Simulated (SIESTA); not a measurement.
Crystal: Hf.

```
Hf
1.0
     3.19670    0.00000    0.00000
    -1.59835    2.76842    0.00000
     0.00000    0.00000    5.05780
Hf
2
Cartesian
  1.5984 0.9228 3.7934
  0.0000 1.8456 1.2645
```

| Item | Value |
| --- | --- |
| Program | SIESTA 5.4.2 |
| Task | single point |
| Functional | PBE |
| Potentials or basis | PseudoDojo 0.4 standard (PBE files) |
| Basis | DZP (energy shift 0.003 Ry; two zetas on semicore shells) |
| Grid cutoff | 800 Ry |
| Energy shift | 0.003 Ry |
| k mesh | 10 × 10 × 5 |
| Occupations | fermi-dirac, width 0.05 eV |
| Spin | no spin polarisation |

On this cell: pressure 1.1 GPa; largest force under 0.003 eV/Å; band gap on the k mesh none (metal or under the smearing width).

The same run follows on a disturbed copy (atoms moved at random, drawn with an rms of 0.05 Å):

```xyz
2
Lattice="3.1967 0.0000 0.0000 -1.5983 2.7684 0.0000 0.0000 0.0000 5.0578" Properties=species:S:1:pos:R:3 pbc="T T T"
Hf    1.5908    0.9587    3.8161
Hf   -0.0345    1.8628    1.2476
```

What does the disturbed cell give?

The energy (extrapolated to zero smearing) moves by +2.5 meV/atom; pressure 1.2 GPa; largest force 0.195 eV/Å; band gap on the k mesh none (metal or under the smearing width).

Forces on the atoms (eV/Å):
```
Hf  -0.067 -0.046 -0.178
Hf   0.067  0.045  0.178
```

Stress tensor (GPa, compression positive):
```
1.47 0.26 0.06
0.26 1.10 0.04
0.06 0.04 0.95
```

Caveats: short orbitals over semicore shells can move pressures by several GPa; the basis of atomic orbitals isn't converged, which shifts pressures, moduli and gaps.
